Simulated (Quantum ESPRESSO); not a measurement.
LiCl: zone-centre phonons and dielectric response under several settings

```xyz
2
Lattice="0.0000 2.5648 2.5648 2.5648 0.0000 2.5648 2.5648 2.5648 0.0000" Properties=species:S:1:pos:R:3 pbc="T T T"
Cl    2.5648    2.5648    2.5648
Li    0.0000    0.0000    0.0000
```

All runs used Quantum ESPRESSO 7.5; potentials PseudoDojo 0.4.1 SR LDA standard; k mesh 6 × 6 × 6, shifted; no spin polarisation; cutoff 1007 eV; occupations smeared at first, fixed for the response.

```csv
level,geometry,volume (Å³/atom),pressure (GPa),lowest optical mode without the field (cm⁻¹),highest mode with the field (cm⁻¹),ε∞ (mean),ε0 (mean),Born charge of atom 1 (e)
LDA,relaxed at 0 GPa,?,0.0,?,?,?,?,?
LDA,relaxed at 10 GPa,12.91,10.0,346,490,3.47,6.9,-1.13
LDA,relaxed at 25 GPa,11.20,25.0,452,568,3.76,5.9,-1.08
LDA,relaxed at 50 GPa,9.69,50.0,571,662,4.14,5.6,-1.03
LDA,relaxed at 80 GPa,8.63,80.0,676,749,4.50,5.5,-0.98
```

Task: What stands in the row left open?

Result: Volume 15.29 Å³/atom; lowest optical mode without the field 229 cm⁻¹; highest mode with the field 413 cm⁻¹; ε∞ 3.19; ε0 10.4; Born charge of atom 1 -1.17 e.

Caveats: the volume moved by over 15 % at a fixed basis, so the end points are rough (some runs); the cell is more than 3 GPa from zero pressure, which shifts response properties (some runs).
